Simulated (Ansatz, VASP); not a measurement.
# Cross-check of Ga2P2H3 (GaP wire along [110], 16 atoms a period, H-terminated) between VASP and Ansatz

Wanted: the spread between two codes on one cell, functional and k mesh. The structure shown is the start of the Ansatz relaxation below; VASP solves that cell, so the two are compared at the walk's first step.

Method: plane waves, with VASP 6.6.1 beside it; single point at PBE, in Ansatz 0.2.0.

### 1. The starting structure

The cell holds 28 atoms: 8 P, 12 H and 8 Ga. Its edges and angles: a = 18.180 Å, b = 17.172 Å, c = 3.896 Å, α = 90.0°, β = 90.0°, γ = 90.0°. Vacuum lies along a and b. The structure's axis is c.

### 2. Ansatz: relaxation, PBE

Ansatz runs on its PAW soft_1 files.

The two programs are compared at the cell with which this relaxation starts, whose forces are those of its first step.

input.yaml

```yaml
crystal:
  lattice:
    - [18.18, 0.0, 0.0]
    - [0.0, 17.172, 0.0]
    - [0.0, 0.0, 3.8961583643]
  atoms:
    - { symbol: P, position: [0.383971996, 0.386567888, 0.0] }
    - { symbol: H, position: [0.409565317, 0.197996739, 0.0] }
    - { symbol: Ga, position: [0.459742073, 0.273122793, 0.0] }
    - { symbol: Ga, position: [0.459742073, 0.500012984, 0.0] }
    - { symbol: P, position: [0.687052304, 0.386567888, 0.0] }
    - { symbol: H, position: [0.732465444, 0.318574055, 0.0] }
    - { symbol: Ga, position: [0.762822381, 0.500012984, 0.0] }
    - { symbol: H, position: [0.187018702, 0.500012984, 0.200322728] }
    - { symbol: H, position: [0.812999137, 0.500012984, 0.331111951] }
    - { symbol: P, position: [0.232431842, 0.500012984, 0.5] }
    - { symbol: H, position: [0.258025163, 0.311441835, 0.5] }
    - { symbol: H, position: [0.258025163, 0.688584134, 0.5] }
    - { symbol: Ga, position: [0.308201919, 0.386567888, 0.5] }
    - { symbol: Ga, position: [0.308201919, 0.61345808, 0.5] }
    - { symbol: P, position: [0.53551215, 0.273122793, 0.5] }
    - { symbol: P, position: [0.53551215, 0.726903175, 0.5] }
    - { symbol: P, position: [0.53551215, 0.500012984, 0.5] }
    - { symbol: H, position: [0.58092529, 0.205128959, 0.5] }
    - { symbol: H, position: [0.58092529, 0.794897009, 0.5] }
    - { symbol: Ga, position: [0.611282227, 0.386567888, 0.5] }
    - { symbol: Ga, position: [0.611282227, 0.61345808, 0.5] }
    - { symbol: H, position: [0.812999137, 0.500012984, 0.668888049] }
    - { symbol: H, position: [0.187018702, 0.500012984, 0.799677272] }
    - { symbol: P, position: [0.383971996, 0.61345808, 0.0] }
    - { symbol: H, position: [0.409565317, 0.802029229, 0.0] }
    - { symbol: Ga, position: [0.459742073, 0.726903175, 0.0] }
    - { symbol: P, position: [0.687052304, 0.61345808, 0.0] }
    - { symbol: H, position: [0.732465444, 0.681451913, 0.0] }
kpoints:
  mp_grid: { grid: [1, 1, 21] }
scf:
  occupations: { method: fermi_dirac, width: 0.05 }
hamiltonian:
  xc: pbe
  pseudopotentials: { kind: paw, azcp: { folder: soft_1 } }
relax:
  cell: { fix: [a, b, alpha, beta, gamma] }
  max_steps: 45
  f_tol: 0.03
```

The run is started by

```sh
$ ansatz run input.yaml --threads 4 --pin off --max-ram 16384MiB --backend cpu --events-out ev --progress --plain --runs-dir out
```

Numbers of over 12 decimals in the logs are rounded to 6 here.

The program printed:

```text
Engine: ansatz 0.2.0, aarch64-unknown-linux-gnu
Pseudopotentials: kind: paw
Pseudopotential: P, paw, valence charge 5, recommended cutoff 420 eV (normal), soft_1/P.paw.azcp
Pseudopotential: H, paw, valence charge 1, recommended cutoff 420 eV (normal), soft_1/H.paw.azcp
Pseudopotential: Ga, paw, valence charge 13, recommended cutoff 420 eV (normal), soft_1/Ga.paw.azcp
Functional definition: PBE
  parameter kappa = 0.804
  parameter beta = 0.066725
  exchange = pbe_x(kappa = kappa, mu = beta*pi^2/3)
  correlation = pbe_c(beta = beta)
Crystal: 28 atoms, lattice volume = 1216.330 Å³
Basis set: ecut = 420 eV, 23797 PW (Γ), exchange–correlation on 250×240×54 points (8 copies of the dense FFT grid, shifted against one another)
Bands: 106, of which v1, the nominal top of the filled ones, is band 78 counted from 1 (77 counted from 0)
Symmetry: 4 space group operations
Space group: Pmm2 (ITA 25), of the structure as read, at distance tolerance 1.1e-4 Å
k-points: 11 of 21
Non-local potential: P, projectors of the file, l = 0: 2, l = 1: 2, l = 2: 1
Non-local potential: H, projectors of the file, l = 0: 2, l = 1: 1
Non-local potential: Ga, projectors of the file, l = 0: 2, l = 1: 2, l = 2: 3, l = 3: 1
PAW form: soft (Blöchl's): semilocal exchange-correlation on the pseudo side does not see the compensation charge
PAW one-centre angular grid: P, 110 points (default); XC on 64 Gauss nodes
PAW one-centre angular grid: H, 110 points (default); XC on 64 Gauss nodes
PAW one-centre angular grid: Ga, 590 points (default); XC on 64 Gauss nodes
Initial density: superposition of atomic densities (neutral atoms: chi_scale 0, normalization atom)
Initial wavefunctions: pseudopotential atomic-orbital guess
Functional: x = pbe(κ = 0.804, μ = 0.219515), c = pbe(β = 0.066725)
SCF iter   1: F=—  HF=-36507.713207 eV  |F-HF|=—  |Δ(HF+E_count)|=         —  Δρ=3.69e-2  dr2=1.67e1  ethr=3.10e-3  ⟨swp⟩=9.1  Hψ=5897  notcnv=0  defer=51
preconditioner: auto → Resta (q_TF=auto, 1.937 Å⁻¹)  ε∞=1.9  [insulator: Δε(μ)=2.178 eV  Ē_g=13.814 eV  σ=0.050 eV  W_gap=1.00  n_scr=146 (ndim 8)  ℏωp=13.3 eV  f_vac=0.571  D(μ)=0.00/eV (n_scr^D=0)  ε∞_Penn≈1.9  vacuum switching on, ρ_ref=1.4e-2 e/Å³]
SCF iter   2: F=—  HF=-36503.319749 eV  |F-HF|=—  |Δ(HF+E_count)|=    4.39e0  Δρ=1.70e-2  dr2=2.96e0  ethr=3.10e-3  ⟨swp⟩=4.0  Hψ=2639  notcnv=0  defer=221
SCF iter   3: F=—  HF=-36502.749564 eV  |F-HF|=—  |Δ(HF+E_count)|=   5.70e-1  Δρ=4.39e-3  dr2=4.59e-1  ethr=1.90e-3  ⟨swp⟩=3.5  Hψ=2404  notcnv=0  defer=185
SCF iter   4: F=—  HF=-36502.621188 eV  |F-HF|=—  |Δ(HF+E_count)|=   1.28e-1  Δρ=1.63e-3  dr2=5.20e-2  ethr=2.94e-4  ⟨swp⟩=4.5  Hψ=2147  notcnv=0  defer=185
SCF iter   5: F=—  HF=-36502.618616 eV  |F-HF|=—  |Δ(HF+E_count)|=   2.57e-3  Δρ=6.19e-4  dr2=6.83e-3  ethr=3.33e-5  ⟨swp⟩=3.9  Hψ=1980  notcnv=0  defer=165
SCF iter   6: F=—  HF=-36502.619557 eV  |F-HF|=—  |Δ(HF+E_count)|=   9.40e-4  Δρ=2.47e-4  dr2=1.74e-3  ethr=4.38e-6  ⟨swp⟩=2.0  Hψ=1714  notcnv=0  defer=165
SCF iter   7: F=—  HF=-36502.619986 eV  |F-HF|=—  |Δ(HF+E_count)|=   4.29e-4  Δρ=1.56e-4  dr2=1.42e-3  ethr=1.12e-6  ⟨swp⟩=2.0  Hψ=1277  notcnv=0  defer=165
SCF iter   8: F=—  HF=-36502.619902 eV  |F-HF|=—  |Δ(HF+E_count)|=   8.44e-5  Δρ=5.94e-5  dr2=5.54e-5  ethr=9.11e-7  ⟨swp⟩=2.0  Hψ=1094  notcnv=0  defer=165
SCF iter   9: F=—  HF=-36502.619791 eV  |F-HF|=—  |Δ(HF+E_count)|=   1.11e-4  Δρ=2.42e-5  dr2=1.19e-5  ethr=3.55e-8  ⟨swp⟩=2.6  Hψ=1975  notcnv=0  defer=165
SCF iter  10: F=—  HF=-36502.619800 eV  |F-HF|=—  |Δ(HF+E_count)|=   8.62e-6  Δρ=7.99e-6  dr2=1.54e-6  ethr=7.60e-9  ⟨swp⟩=2.0  Hψ=1404  notcnv=0  defer=165
SCF iter  11: F=-36502.619800 eV  HF=-36502.619800 eV  |F-HF|=5.04e-8  |Δ(HF+E_count)|=   6.89e-7  Δρ=2.39e-6  dr2=9.30e-8  ethr=6.41e-11  ⟨swp⟩=4.0  Hψ=4634  notcnv=0
SCF 1 converged in 11 iterations: F = -36502.619800 eV  dr2 = 9.30e-8
  greatest PAW one-centre occupation: 0.994 electrons in one spin orbital (limit 2), on the Ga atom at site 12 (counted from 0), in its partial waves of l = 2
relax step   1: F+E_penalty+E_count = -36502.61980044 eV  Δ(F+E_penalty+E_count) = +0.000e0 eV  max|allowed force component| = 1.391e0 eV/Å  Δτ_max = 0.0000 Å  P = +0.153 GPa  Ω = 1216.330 Å³  fix = [a, b, alpha, beta, gamma]  reactions: a -0.127, b -0.196 GPa  (11 SCF iters, dr2 threshold 1.00e-7 eV, accepted)
[...]
relax step   6: F+E_penalty+E_count = -36503.39447162 eV  Δ(F+E_penalty+E_count) = -3.336e-3 eV  max|allowed force component| = 6.255e-3 eV/Å  Δτ_max = 0.0290 Å  P = -0.003 GPa  Ω = 1248.620 Å³  energy of the carried Pulay correction = -4.390e-3 eV  fix = [a, b, alpha, beta, gamma]  reactions: a -0.011, b +0.006 GPa  (10 SCF iters, accepted)
[...]
relax step   7: F+E_penalty+E_count = -36503.39933010 eV  Δ(F+E_penalty+E_count) = -4.858e-3 eV  max|allowed force component| = 6.250e-3 eV/Å  Δτ_max = 0.0000 Å  P = -0.001 GPa  Ω = 1248.620 Å³  fix = [a, b, alpha, beta, gamma]  reactions: a -0.010, b +0.007 GPa  stress off target by 7.41e-4 GPa on what of the cell is left free  SCF on the basis re-selected at this cell (its energy is not comparable with the rows above)  (7 SCF iters)
basis re-selected at this cell: Δ(F+E_penalty+E_count) = -4.858e-3 eV, ΔP = +0.002 GPa vs the last step (what re-selecting the basis moved, of the pressure what is left beyond the Pulay correction that the steps carried, after the strain that the cell walked since its last selection, with what the two solves' SCF thresholds leave and, on support functions, any second-order correction that the steps lacked; it is no m [...]
SCF converged after 7 iterations
Free energy (F): -36503.399330 eV
Harris-Foulkes:  -36503.399330 eV  (|F-HF|=4.13e-8)
Internal energy: -36503.399321 eV  (E = F + TS)
E sigma→0 (E₀):  -36503.399326 eV
Entropy (-TS):   -0.000009 eV (-0.000 meV/atom)
Fermi energy:    -0.292635 eV
--- Per-component energies (eV) ---
  E_band       = -1769.177331
  E_kinetic    = 1596.179128
  E_local      = -63346.111272  (includes V_loc(G=0)·N_el)
  E_nonlocal   = -476.546308
  E_hartree    = 32426.259590
  E_xc         = -1190.826690
  E_vxc        = -1065.416363  (∫ρ·V_xc dr)
  E_paw        = -20405.920772  (= ΣΔE_a)
  E_vpaw       = -3329.789192  (= ΣTr[D̂ρ^β])
  E_aug_tail   = -0.013228  (compensation charges beyond the density's cutoff)
  E_ewald      = 14893.580229
  E_smearing   = -0.000009  (= −TS)
  E_closure    = -0.000000  (closes the sum)
  Σ components = -36503.399330   (vs F -36503.399330, Δ=0.00e0)
--- Forces (eV/Å), atoms counted from 1 ---
  atom   1  P      0.00073645    -0.00625042     0.00000000
  atom   2  H      0.00167089     0.00051309     0.00000000
  atom   3  Ga    -0.00156560    -0.00025109     0.00000000
  atom   4  Ga     0.00158351     0.00000000     0.00000000
  atom   5  P      0.00221628    -0.00085699     0.00000000
  atom   6  H     -0.00092657    -0.00176207     0.00000000
  atom   7  Ga    -0.00212563     0.00000000     0.00000000
  atom   8  H     -0.00006176     0.00000000    -0.00083284
  atom   9  H     -0.00230969     0.00000000     0.00209281
  atom  10  P      0.00018741     0.00000000     0.00000000
  atom  11  H     -0.00103567     0.00083191     0.00000000
  atom  12  H     -0.00103567    -0.00083191     0.00000000
  atom  13  Ga    -0.00003997    -0.00393853     0.00000000
  atom  14  Ga    -0.00003997     0.00393853     0.00000000
  atom  15  P      0.00096790     0.00107122     0.00000000
  atom  16  P      0.00096790    -0.00107122     0.00000000
  atom  17  P      0.00284847     0.00000000     0.00000000
  atom  18  H      0.00095482     0.00052139     0.00000000
  atom  19  H      0.00095482    -0.00052139     0.00000000
  atom  20  Ga    -0.00185145     0.00452397     0.00000000
  atom  21  Ga    -0.00185145    -0.00452397     0.00000000
  atom  22  H     -0.00230969     0.00000000    -0.00209281
  atom  23  H     -0.00006176     0.00000000     0.00083284
  atom  24  P      0.00073645     0.00625042     0.00000000
  atom  25  H      0.00167089    -0.00051309     0.00000000
  atom  26  Ga    -0.00156560     0.00025109     0.00000000
  atom  27  P      0.00221628     0.00085699     0.00000000
  atom  28  H     -0.00092657     0.00176207     0.00000000
  max |Σ_I F_I| component: 5.03e-6 eV/Å
--- Stress (GPa, compression-positive) ---
       -0.009760       0.000000       0.000000
        0.000000       0.006927       0.000000
        0.000000       0.000000      -0.000741
  P = ⅓ Tr σ = -0.0012 GPa (-0.012 kbar)
--- Relaxed structure (6 steps of the walk, 5 accepted, 1 SCFs on fresh bases) ---
  F+E_penalty+E_count = -36503.39933010 eV   max|allowed force component| = 6.250e-3 eV/Å   (the final SCF, on the basis selected at the relaxed cell)
  cell:  # Å, volume = 1248.6202 Å³
    - [18.18, 0.0, 0.0]
    - [0.0, 17.172, 0.0]
    - [0.0, 0.0, 3.999591]
  atoms:
    - { symbol: P, position: [0.384423, 0.385394, 0] }
    - { symbol: H, position: [0.410367, 0.192546, 0] }
    - { symbol: Ga, position: [0.456607, 0.269305, 0] }
    - { symbol: Ga, position: [0.458445, 0.500013, 0] }
    - { symbol: P, position: [0.683571, 0.395657, 0] }
    - { symbol: H, position: [0.723897, 0.324470, 0] }
    - { symbol: Ga, position: [0.773776, 0.500013, 0] }
    - { symbol: H, position: [0.194021, 0.500013, 0.236475] }
    - { symbol: H, position: [0.817964, 0.500013, 0.326427] }
    - { symbol: P, position: [0.246263, 0.500013, 0.500000] }
    - { symbol: H, position: [0.256022, 0.306861, 0.500000] }
    - { symbol: H, position: [0.256022, 0.693165, 0.500000] }
    - { symbol: Ga, position: [0.311134, 0.376660, 0.500000] }
    - { symbol: Ga, position: [0.311134, 0.623366, 0.500000] }
    - { symbol: P, position: [0.530530, 0.279288, 0.500000] }
    - { symbol: P, position: [0.530530, 0.720738, 0.500000] }
    - { symbol: P, position: [0.532971, 0.500013, 0.500000] }
    - { symbol: H, position: [0.577175, 0.212594, 0.500000] }
    - { symbol: H, position: [0.577175, 0.787432, 0.500000] }
    - { symbol: Ga, position: [0.610578, 0.388458, 0.500000] }
    - { symbol: Ga, position: [0.610578, 0.611568, 0.500000] }
    - { symbol: H, position: [0.817964, 0.500013, 0.673573] }
    - { symbol: H, position: [0.194021, 0.500013, 0.763525] }
    - { symbol: P, position: [0.384423, 0.614632, 0] }
    - { symbol: H, position: [0.410367, 0.807480, 0] }
    - { symbol: Ga, position: [0.456607, 0.730721, 0] }
    - { symbol: P, position: [0.683571, 0.604369, 0] }
    - { symbol: H, position: [0.723897, 0.675556, 0] }
```

[end of part 1 of 2]

[Lines on the potential files, build, host, timing and source positions are cut from VASP's logs without a mark.]

[Logs are printed without paths, hosts, clocks, repeated set-up lines and the standing remarks that a program may print on its own settings, such as how far it seeks lower states.]

[Hosts, paths, dates, database ids (printed as entryN), source tags and the programs' standing remarks are cut or masked in the printed files.]
